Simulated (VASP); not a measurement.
Wanted: the native input for a VASP 6.6.1 run.

```yaml
Task: relaxation of cell and atoms
Functional: rev-vdW-DF2
Potentials_or_basis: VASP PAW PBE potentials, release 64 (Ga_d, S)
Cutoff: 600 eV
k_mesh: 9 × 9 × 2
Occupations: gaussian, width 0.03 eV
Spin: no spin polarisation
Further_INCAR_settings: ALGO = Normal; EDIFF = 1e-07; IBRION = 2; EDIFFG = -0.005; NSW = 90; ISIF = 3
```

The structure of GaS lies in POSCAR:

```
GaS                                     
1.0
    3.6032792212      0.0000000000      0.0000000000
   -1.8016396106      3.1205313426     -0.0000000000
   -0.0000000000      0.0000000000     15.5525680771
  Ga              S             
     4     4
Direct
     0.3333333332999970    0.6666666667000030    0.1711916728663673
     0.6666666667000030    0.3333333332999970    0.6711916728663672
     0.3333333332999970    0.6666666667000030    0.3288083271336328
     0.6666666667000030    0.3333333332999970    0.8288083271336328
     0.3333333332999970    0.6666666667000030    0.6010718203387566
     0.6666666667000030    0.3333333332999970    0.1010718203387565
     0.3333333332999970    0.6666666667000030    0.8989281796612434
     0.6666666667000030    0.3333333332999970    0.3989281796612434
```

One way to write it, as run:

INCAR

```
SYSTEM = GaS
PREC = Accurate
ENCUT = 600
EDIFF = 1E-7
ISMEAR = 0
SIGMA = 0.03
LREAL = .False.
LASPH = .True.
NELM = 80
ALGO = Normal
ISIF = 3
LWAVE = .False.
LCHARG = .False.
GGA = MK
LUSE_VDW = .True.
AGGAC = 0.0
PARAM1 = 0.1234
PARAM2 = 0.711357
ZAB_VDW = -1.8867
IBRION = 2
NSW = 90
EDIFFG = -0.005
KPAR = 2
```

KPOINTS

```
Automatic mesh
0
Gamma
  9 9 2
  0 0 0
```

Potentials or basis: VASP PAW PBE potentials, release 64 (Ga_d, S).

The run is started by

```console
$ cat potpaw_PBE.64/Ga_d/POTCAR potpaw_PBE.64/S/POTCAR > POTCAR
$ mpirun -np 2 vasp_std > vasp.out
```

Results of the run:

| Property | Result |
| --- | --- |
| Energy gained by relaxing | 0.0 meV/atom |
| Ionic steps | 2 |
| Pressure after relaxing | 0.0 GPa |
| Largest force after relaxing | 0.004 eV/Å |
| Band gap on the k mesh | 1.53 eV, direct |

Caveat: the PAW data sets were made with another functional, which shifts forces and pressure a little; an odd mesh through Γ misses points on the zone boundary, where band edges often lie.

Wall time 7.9 min on 2 MPI ranks on Intel(R) Xeon(R) 6975P-C (Granite Rapids), on a shared host, peak memory 0.97 GiB a rank.
